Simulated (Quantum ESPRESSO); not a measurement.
Runs of Quantum ESPRESSO 7.5 on MoS2. The structure is trigonal, space group P-3m1 (No. 164). The conventional cell has a = 3.227 Å, b = 3.227 Å, c = 6.312 Å, α = 90.00°, β = 90.00°, γ = 120.00°. Mo (site symmetry -3m) has 6 S at 2.42 Å as nearest neighbours. Around S (site symmetry 3m) lie 3 Mo at 2.42 Å. Measurements of this composition are mostly on another form, of space group No. 194.

| task | level | potentials or basis | spin | cell | form of the LDA correlation | most ionic steps | forc conv thr | etot conv thr | ion dynamics | gap on the mesh (eV) | pressure (GPa) | largest force (eV/Å) |
| --- | --- | --- | --- | --- | --- | --- | --- | --- | --- | --- | --- | --- |
| band structure | PBEsol | PseudoDojo 0.4 FR PBEsol standard | SOC, no magnetisation | as given | - | - | - | - | - | none | -3.3 | 0.04 |
| relaxation of cell and atoms | LDA | PseudoDojo 0.4.1 SR LDA standard | off | relaxed to 0.3 kbar | PW92 | 40 | 0.0004 Ry/bohr | 1e-05 Ry | bfgs | none | 0.0 | - |
| relaxation of cell and atoms | PBEsol+rVV10 | PseudoDojo 0.4.1 SR PBEsol standard | off | relaxed to 0.3 kbar | - | 40 | 0.0004 Ry/bohr | 1e-05 Ry | bfgs | none | 0.0 | - |
| relaxation of cell and atoms | PBEsol | PseudoDojo 0.4.1 SR PBEsol standard | off | relaxed to 0.3 kbar | - | 40 | 0.0004 Ry/bohr | 1e-05 Ry | bfgs | none | 0.0 | - |
| band structure | AM05 | PseudoDojo 0.4.1 SR PBE standard | off | as given | - | - | - | - | - | none | -3.3 | 0.05 |
| band structure | HLE16 | PseudoDojo 0.4.1 SR PBE standard | off | as given | - | - | - | - | - | none | (a) | 2.83 |

Alike in all rows: k mesh 9 × 9 × 4; cutoff (eV) 1088; smearing fermi-dirac 0.05 eV.

Question: Estimate the missing entries.

Answer: (a) -21.9.

Caveats: this functional lacks dispersion, which binds the layers, so the pressure and a relaxed spacing across them are unreliable (some runs); the potentials were made for another functional, which shifts forces and pressure (some runs); rVV10's parameter b was fitted to another functional (some runs); the potentials were made for a functional far from this one (some runs); so large a pressure means that the cell lies far from this level's equilibrium, or that cutoff or potentials fall short (some runs).

A k mesh can miss the band edges, and rows without SOC leave out spin-orbit coupling on Mo.

A gap of «none» marks a metal or a gap under the smearing width.

Runs at the PBE level aren't shown here.
